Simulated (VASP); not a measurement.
# Al2Pt (Fm-3m) in VASP: a series of runs

One crystal, Al2Pt, is run at these levels: PBEsol, PBE+D3(BJ), r2SCAN; tasks: relaxation of cell and atoms.

Program: VASP 6.6.1. These are calculated values, not measurements. Logs are shortened: lines on timing, memory, paths and dates and some standing lists are left out, and cuts for length are marked.

## (1) The crystal as given

It takes space group Fm-3m (No. 225, cubic). Conventional cell: a = 5.910 Å, b = 5.910 Å, c = 5.910 Å, α = 90.00°, β = 90.00°, γ = 90.00°. Around Pt (site symmetry m-3m) lie 8 Al at 2.56 Å. Al (site symmetry -43m) is surrounded by 4 Pt at 2.56 Å.

## (2) Relaxation of cell and atoms, PBEsol

INCAR reads:

```
PREC = Accurate
ENCUT = 600
EDIFF = 1E-6
ISMEAR = -1
SIGMA = 0.05
LREAL = False
LASPH = True
NELM = 80
ALGO = Normal
ISIF = 3
LWAVE = False
LCHARG = False
GGA = PS
IBRION = 2
NSW = 40
EDIFFG = -0.005
```

KPOINTS reads:

```
Automatic mesh
0
Gamma
  8 8 8
```

POSCAR reads:

```
Al2Pt
1.0
    0.0000000000      2.9550000000      2.9550000000
    2.9550000000      0.0000000000      2.9550000000
    2.9550000000      2.9550000000      0.0000000000
Pt Al
1 2
Direct
    0.0000000000      0.0000000000      0.0000000000
    0.7500000000      0.7500000000      0.7500000000
    0.2500000000      0.2500000000      0.2500000000
```

Potentials or basis: VASP PAW PBE potentials, release 64 (Pt, Al).

Command:

```sh
> cat potpaw_PBE.64/Pt/POTCAR potpaw_PBE.64/Al/POTCAR > POTCAR
> mpirun -np 1 vasp_std > vasp.out
```

OUTCAR:

```text
PREC = Accurate
   ENCUT = 600
   EDIFF = 1E-6
   ISMEAR = -1
   LREAL = False
   LASPH = True
   NELM = 80
   ISIF = 3
   GGA = PS
   IBRION = 2
   NSW = 40
   EDIFFG = -0.005

 ion  position               nearest neighbor table
   1  0.000  0.000  0.000-   2 2.56   2 2.56   2 2.56   2 2.56   3 2.56   3 2.56   3 2.56   3 2.56

   2  0.750  0.750  0.750-   1 2.56   1 2.56   1 2.56   1 2.56   3 2.96   3 2.96   3 2.96   3 2.96
                             3 2.96   3 2.96
   3  0.250  0.250  0.250-   1 2.56   1 2.56   1 2.56   1 2.56   2 2.96   2 2.96   2 2.96   2 2.96
                             2 2.96   2 2.96

  LATTYP: Found a face centered cubic cell.
 ALAT       =     5.9100000000

  Lattice vectors:

 A1 = (   0.0000000000,   2.9550000000,   2.9550000000)
 A2 = (   2.9550000000,   0.0000000000,   2.9550000000)
 A3 = (   2.9550000000,   2.9550000000,   0.0000000000)

Analysis of symmetry for initial positions (statically):
=====================================================================
 Subroutine PRICEL returns:
 Original cell was already a primitive cell.

 Routine SETGRP: Setting up the symmetry group for a
 face centered cubic supercell.

 Subroutine GETGRP returns: Found 48 space group operations
 (whereof 48 operations were pure point group operations)
 out of a pool of 48 trial point group operations.

The static configuration has the point symmetry O_h .

Analysis of symmetry for dynamics (positions and initial velocities):
=====================================================================
 Subroutine PRICEL returns:
 Original cell was already a primitive cell.

 Routine SETGRP: Setting up the symmetry group for a
 face centered cubic supercell.

 Subroutine GETGRP returns: Found 48 space group operations
 (whereof 48 operations were pure point group operations)
 out of a pool of 48 trial point group operations.

The dynamic configuration has the point symmetry O_h .

 Subroutine INISYM returns: Found 48 space group operations
 (whereof 48 operations are pure point group operations),
 and found     1 'primitive' translations

----------------------------------------------------------------------------------------

                                     Primitive cell

  volume of cell :      51.6063

  direct lattice vectors                    reciprocal lattice vectors
     0.000000000  2.955000000  2.955000000    -0.169204738  0.169204738  0.169204738
     2.955000000  0.000000000  2.955000000     0.169204738 -0.169204738  0.169204738
     2.955000000  2.955000000  0.000000000     0.169204738  0.169204738 -0.169204738

  length of vectors
     4.179001077  4.179001077  4.179001077     0.293071203  0.293071203  0.293071203

  position of ions in fractional coordinates (direct lattice)
     0.000000000  0.000000000  0.000000000
     0.750000000  0.750000000  0.750000000
     0.250000000  0.250000000  0.250000000

  ion indices of the primitive-cell ions
   primitive index   ion index
                 1           1
                 2           2
                 3           3

----------------------------------------------------------------------------------------

 KPOINTS: Automatic mesh

Automatic generation of k-mesh.
 Grid dimensions read from file:
 generate k-points for:    8    8    8

 Generating k-lattice:

  Cartesian coordinates                     Fractional coordinates (reciprocal lattice)
    -0.021150592  0.021150592  0.021150592     0.125000000  0.000000000  0.000000000
     0.021150592 -0.021150592  0.021150592     0.000000000  0.125000000  0.000000000
     0.021150592  0.021150592 -0.021150592     0.000000000  0.000000000  0.125000000

  Length of vectors
     0.036633900  0.036633900  0.036633900

  Shift w.r.t. Gamma in fractional coordinates (k-lattice)
     0.000000000  0.000000000  0.000000000

 Subroutine IBZKPT returns following result:
 ===========================================

 Found     29 irreducible k-points:

 Following reciprocal coordinates:
            Coordinates               Weight
  0.000000  0.000000  0.000000      1.000000
  0.125000  0.000000  0.000000      8.000000
  0.250000  0.000000  0.000000      8.000000
  0.375000  0.000000  0.000000      8.000000
  0.500000  0.000000  0.000000      4.000000
  0.125000  0.125000  0.000000      6.000000
[... 16 lines left out ...]
  0.500000  0.250000  0.125000     48.000000
 -0.375000  0.250000  0.125000     24.000000
 [... further k-points ...]
   k-points           NKPTS =     29   k-points in BZ     NKDIM =     29   number of bands    NBANDS=     12
   number of dos      NEDOS =    301   number of ions     NIONS =      3
   total plane-waves  NPLWV =  46656
   dimension x,y,z NGX =    36 NGY =   36 NGZ =   36
   dimension x,y,z NGXF=    72 NGYF=   72 NGZF=   72
   ions per type =               1   2
   NGX,Y,Z   is equivalent  to a cutoff of  14.32, 14.32, 14.32 a.u.
   NGXF,Y,Z  is equivalent  to a cutoff of  28.64, 28.64, 28.64 a.u.
 SYSTEM =  unknown system
   PREC   = accura    normal or accurate (medium, high low for compatibility)
   ISTART =      0    job   : 0-new  1-cont  2-samecut
   ICHARG =      2    charge: 1-file 2-atom 10-const
   ISPIN  =      1    spin polarized calculation?
   LNONCOLLINEAR =      F non collinear calculations
   LSORBIT =      F    spin-orbit coupling
   LASPH  =      T    aspherical Exc in radial PAW
   ENCUT  =  600.0 eV  44.10 Ry    6.64 a.u.   8.35  8.35  8.35*2*pi/ulx,y,z
   NELM   =     80;   NELMIN=  2; NELMDL= -5     # of ELM steps
   EDIFF  = 0.1E-05   stopping-criterion for ELM
   LREAL  =      F    real-space projection
   EDIFFG = -.5E-02   stopping-criterion for IOM
   NSW    =     40    number of steps for IOM
   IBRION =      2    ionic relax: 0-MD 1-quasi-New 2-CG
   NFREE  =      1    steps in history (QN), initial steepest desc. (CG)
   ISIF   =      3    stress and relaxation
   ISYM   =      2    0-nonsym 1-usesym 2-fastsym
   POTIM  = 0.5000    time-step for ionic-motion
   TEBEG  =    0.0;   TEEND  =   0.0 temperature during run
   PSTRESS=    0.0 pullay stress
   NELECT =      16.0000    total number of electrons
   NUPDOWN=      -1.0000    fix difference up-down
   EMIN   =  10.00;   EMAX   =-10.00  energy-range for DOS
   EFERMI =   0.00;   METHOD = LEGACY
   ISMEAR =    -1;   SIGMA  =   0.05  broadening in eV -4-tet -1-fermi 0-gaus
   EFERMI_NEDOS =   21; number of points for ismear=-14 and -15
   IALGO  =     38    algorithm
   IMIX   =      4    mixing-type and parameters
     AMIX     =   0.40;   BMIX     =  1.00
     AMIX_MAG =   1.60;   BMIX_MAG =  1.00
  volume/ion in A,a.u.               =      17.20       116.09
  Fermi-wavevector in a.u.,A,eV,Ry     =   1.108019  2.093853 16.703966  1.227707
  Thomas-Fermi vector in A             =   2.244541
   LORBIT       =      0    0 simple, 1 ext, 2 COOP (PROOUT), +10 PAW based schemes
   GGA     = PS    functional components
   LHFCALC =     F    Hartree Fock is set to
   AEXX    =    0.0000 exact exchange contribution
   IVDW    =     0    specifies the selected vdW correction
   LEPSILON=     F    determine dielectric tensor
   LRPA    =     F    only Hartree local field effects (RPA)
 conjugate gradient relaxation of ions
 non-spin polarized calculation
  energy-cutoff  :      600.00
  volume of cell :       51.61
 maximum number of plane-waves:      1759
 NGX is ok and might be reduce to    36
   NGX = 17   NGY = 17   NGZ = 17

--------------------------------------- Ionic step        1  -------------------------------------------

 number of electron      16.0000000 magnetization

 Free energy of the ion-electron system (eV)
  ---------------------------------------------------
  ext. energy  EPLUGINS =         0.00000000
  ---------------------------------------------------
  free energy    TOTEN  =       -17.75502912 eV

  energy without entropy =      -17.74260983  energy(sigma->0) =      -17.74881947

------------------------ aborting loop because EDIFF is reached ----------------------------------------

  FORCE on cell =-STRESS in cart. coord.  units (eV):
  Direction    XX          YY          ZZ          XY          YZ          ZX
  --------------------------------------------------------------------------------------
  -------------------------------------------------------------------------------------
  Total       -0.2982390     -0.2982390     -0.2982390     -0.0000000     -0.0000000      0.0000000
  in kB       -9.2591806     -9.2591806     -9.2591806     -0.0000000     -0.0000000      0.0000000
  external PRESSURE =      -9.2591806 kB  Pullay stress =       0.0000000 kB

 VOLUME and BASIS-vectors are now :
 -----------------------------------------------------------------------------
  energy-cutoff  :      600.00
  volume of cell :       51.61
      direct lattice vectors                 reciprocal lattice vectors
     0.000000000  2.955000000  2.955000000    -0.169204738  0.169204738  0.169204738
     2.955000000  0.000000000  2.955000000     0.169204738 -0.169204738  0.169204738
     2.955000000  2.955000000  0.000000000     0.169204738  0.169204738 -0.169204738
[... 38 lines left out ...]
 POSITION                                       TOTAL-FORCE (eV/Angst)
 -----------------------------------------------------------------------------------
     -0.00000      2.94083      2.94083        -0.000000      0.000000     -0.000000
      4.41124      4.41124      4.41124         0.000000      0.000000      0.000000
      1.47041      1.47041      1.47041        -0.000000     -0.000000     -0.000000
 -----------------------------------------------------------------------------------
    total drift:                               -0.000000     -0.000000      0.000000

  FREE ENERGIE OF THE ION-ELECTRON SYSTEM (eV)
  ---------------------------------------------------
  free  energy   TOTEN  =       -17.7548871117 eV

  energy  without entropy=      -17.7426456768  energy(sigma->0) =      -17.74876639

--------------------------------------- Ionic step        3  -------------------------------------------

 number of electron      16.0000000 magnetization

 Free energy of the ion-electron system (eV)
  ---------------------------------------------------
  ext. energy  EPLUGINS =         0.00000000
  ---------------------------------------------------
  free energy    TOTEN  =       -17.75611852 eV

  energy without entropy =      -17.74378580  energy(sigma->0) =      -17.74995216

 E-fermi :   7.8396     XC(G=0): -10.8438

 val. band max:        7.7711173448   @ k =   0.3750   0.2500   0.0000
 cond. band min:       7.8720466822   @ k =  -0.3750   0.1250   0.0000
 fundamental gap:      0.1009293375
 Fermi energy:         7.8395663491

 k-point     1 :       0.0000    0.0000    0.0000
  band No.  band energies     occupation
      1      -2.4135      2.00000
      2       2.7801      2.00000
      3       2.7801      2.00000
      4       2.7801      2.00000
      5       4.1464      2.00000
      6       4.1464      2.00000
      7      10.9143      0.00000
      8      11.6725      0.00000
      9      11.6725      0.00000
     10      11.6725      0.00000
     11      13.3403      0.00000
     12      13.3403      0.00000

 k-point     2 :       0.1250    0.0000    0.0000
  band No.  band energies     occupation
      1      -2.1976      2.00000
      2       2.6563      2.00000
      3       2.8507      2.00000
      4       2.8507      2.00000
      5       4.1235      2.00000
      6       4.1235      2.00000
      7       9.5159      0.00000
      8      11.1356      0.00000
      9      11.1356      0.00000
     10      11.2342      0.00000
     11      13.7980      0.00000
     12      13.8551      0.00000
[... 316 lines left out ...]
 k-point    24 :      -0.3750    0.2500    0.1250
  band No.  band energies     occupation
      1       0.5320      2.00000
      2       1.7725      2.00000
      3       2.9345      2.00000
      4       3.4348      2.00000
      5       3.6880      2.00000
      6       4.3481      2.00000
      7       4.6153      2.00000
      8       6.8956      2.00000
      9       7.9939      0.08725
     10      11.7309      0.00000
     11      13.1157      0.00000
     12      14.7436      0.00000

 [... further k-points ...]
[... 5 lines left out ...]
  --------------------------------------------------------------------------------------
  -------------------------------------------------------------------------------------
  Total        0.0035448      0.0035448      0.0035448      0.0000000      0.0000000      0.0000000
  in kB        0.1108353      0.1108353      0.1108353      0.0000000      0.0000000      0.0000000
  external PRESSURE =       0.1108353 kB  Pullay stress =       0.0000000 kB

 VOLUME and BASIS-vectors are now :
 -----------------------------------------------------------------------------
  energy-cutoff  :      600.00
  volume of cell :       51.24
      direct lattice vectors                 reciprocal lattice vectors
    -0.000000000  2.948026238  2.948026238    -0.169605003  0.169605003  0.169605003
     2.948026238 -0.000000000  2.948026238     0.169605003 -0.169605003  0.169605003
     2.948026238  2.948026238 -0.000000000     0.169605003  0.169605003 -0.169605003

 POSITION                                       TOTAL-FORCE (eV/Angst)
 -----------------------------------------------------------------------------------
      0.00000      0.00000      0.00000         0.000000     -0.000000     -0.000000
      4.42204      4.42204      4.42204        -0.000000      0.000000      0.000000
      1.47401      1.47401      1.47401         0.000000     -0.000000     -0.000000
 -----------------------------------------------------------------------------------
    total drift:                               -0.000000      0.000000      0.000000

  FREE ENERGIE OF THE ION-ELECTRON SYSTEM (eV)
  ---------------------------------------------------
  free  energy   TOTEN  =       -17.7561185161 eV

  energy  without entropy=      -17.7437857963  energy(sigma->0) =      -17.74995216

 reached required accuracy - stopping structural energy minimisation
```

Run time: 39 s. Hardware: 1 thread of Intel Xeon Platinum 8259CL at 2.50GHz (Skylake/Cascade Lake), shared host; peak memory 0.22 GiB.

What came out:

```
Free energy                            : -17.7561 eV
Relaxed volume                         : 17.08 Å³/atom
Relaxed cell                           : a = 4.169 Å, b = 4.169 Å, c = 4.169 Å, α = 60.00°, β = 60.00°, γ = 60.00°
Space group after relaxing (to 0.05 Å) : Fm-3m (No. 225)
Energy gained by relaxing              : 0.4 meV/atom
Ionic steps                            : 3
Pressure after relaxing                : 0.0 GPa
Band gap on the k mesh                 : none (metal or under the smearing width)
```

The path:
| step | energy change (eV) | largest force (eV/Å) | pressure (GPa) | volume (Å³) |
| --- | --- | --- | --- | --- |
| 1 | 0.0000 | 0.0000 | -0.93 | 51.61 |
| 2 | 0.0001 | 0.0000 | 1.06 | 50.87 |
| 3 | -0.0011 | 0.0000 | 0.01 | 51.24 |

Final structure:
```
CELL_PARAMETERS angstrom
0.00000 2.94803 2.94803
2.94803 0.00000 2.94803
2.94803 2.94803 0.00000
ATOMIC_POSITIONS crystal
Pt 0.00000 0.00000 0.00000
Al 0.75000 0.75000 0.75000
Al 0.25000 0.25000 0.25000
```

Caveat: the PAW data sets were made with another functional, which shifts forces and pressure a little. The run has no spin-orbit coupling, so splittings on Pt are missing.

(Part 1 of 2 ends here.)
